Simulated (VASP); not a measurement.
Wanted: an ASE script for a VASP 6.6.1 run.

```
Task                   : density of states
Functional             : PBE
Dispersion             : MBD-FI
Potentials or basis    : VASP PAW PBE potentials, release 64 (Al, N)
Cutoff                 : 500 eV
k mesh                 : 11 × 11 × 9
Occupations            : fermi-dirac, width 0.1 eV
Spin                   : no spin polarisation
Further INCAR settings : ALGO = Normal; EDIFF = 1.00e-07; NBANDS = 10
```

Crystal: AlN.

```
CELL_PARAMETERS angstrom
3.31212 0.00000 0.00000
-1.65606 2.86838 0.00000
0.00000 0.00000 4.18756
ATOMIC_POSITIONS crystal
Al 0.67395 0.34118 0.25164
Al 0.33109 0.66835 0.75629
N 0.67126 0.33402 0.75084
N 0.31379 0.66582 0.24614
```

The cell comes from a database or a generator and needn't be the stable form of this composition.

The cell isn't the ideal one: atoms moved at random, drawn with an rms of 0.05 Å.

One way to write it, as run:

run.py

```python
from ase import Atoms
from ase.calculators.vasp import Vasp
from ase.dft.dos import DOS

atoms = Atoms(
    ['Al', 'Al', 'N', 'N'],
    cell=[[3.3121157418, 0.0, 0.0], [-1.6560578709, 2.8683763727, 0.0], [0.0, 0.0, 4.187563]],
    scaled_positions=[[0.673945, 0.341181, 0.251643], [0.331088, 0.668353, 0.756291], [0.671257, 0.334019, 0.750845], [0.313792, 0.665823, 0.246142]],
    pbc=True,
)
calc = Vasp(
    directory='calc',
    xc='pbe',
    pp='PBE',
    setups='minimal',
    prec='Accurate',
    encut=500,
    ediff=1e-07,
    ismear=-1,
    sigma=0.1,
    lreal=False,
    lasph=True,
    nelm=60,
    algo='Normal',
    isif=2,
    lwave=False,
    lcharg=False,
    ivdw=263,
    lorbit=11,
    kpts=[11, 11, 9],
    gamma=True,
    nbands=10,
)
atoms.calc = calc

print('energy (eV):', atoms.get_potential_energy())
print('free energy (eV):', atoms.get_potential_energy(force_consistent=True))
print('forces (eV/A):')
print(atoms.get_forces())
print('stress (eV/A^3, Voigt):', atoms.get_stress())
print('Fermi level (eV):', calc.get_fermi_level())
dos = DOS(calc, width=0.1, window=(-10, 10), npts=301)
print('E - E_F (eV), DOS (1/eV)')
for e, g in zip(dos.get_energies(), dos.get_dos()):
    print(f'{e:8.3f} {g:10.4f}')
```

Potentials or basis: VASP PAW PBE potentials, release 64 (Al, N).

Launch:

```sh
$ python run.py
```

Results of the run:

```json
{
  "Pressure": "-3.7 GPa",
  "Largest force": "1.451 eV/Å",
  "Band gap on the k mesh": "3.26 eV, direct",
  "Valence electrons inside the program's atomic spheres": "Al 0.75; N 3.86",
  "Hirshfeld charges": "Al +0.38; N -0.38 e",
  "Dispersion energy per atom": "-0.252 eV"
}
```

Caveat: an odd mesh through Γ misses points on the zone boundary, where band edges often lie.

Run time: 4.8 min on 1 thread of Intel(R) Xeon(R) Platinum 8488C (Sapphire Rapids) (shared host), peak memory 0.31 GiB.
